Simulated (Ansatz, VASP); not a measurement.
## Re in VASP and in Ansatz

```
CELL_PARAMETERS angstrom
4.38496 0.00000 0.00000
-2.19248 3.79749 0.00000
0.00000 0.00000 2.73504
ATOMIC_POSITIONS crystal
Re 0.33333 0.66667 0.50000
Re 0.00000 0.00000 0.00000
Re 0.66667 0.33333 0.50000
```

Alike in both runs: functional PBE; k mesh 6 × 6 × 6; occupations gaussian, width 0.1 eV; no spin polarisation.

Ansatz relaxed the structure, and its values are those at the end. VASP's run is a single point on that final structure, the one shown.

|  | VASP | Ansatz |
| --- | --- | --- |
| version | VASP 6.6.1 | Ansatz 0.2.0 |
| potentials or method | VASP PAW PBE potentials, release 64 (Re) | scalar-relativistic, plane waves, PAW |
| plane-wave cutoff (eV) | 520 | 420 |
| valence electrons in the cell | 21 | 45 |

```tsv
	VASP	Ansatz	Ansatz less VASP
gap on the k mesh at the Fermi level (eV)	none	none	-
pressure (GPa)	-0.7	0.0	+0.74
```

A gap of «none» marks a metal or a gap that the smearing closes. The functional is the same, so the differences come from potentials, cutoffs and numerics. The two sets of potentials don't hold the same shells in valence.

Caveats: the k mesh is coarse (spacing up to 0.38 Å⁻¹), so the values aren't converged. The runs have no spin-orbit coupling, so splittings on Re are missing.
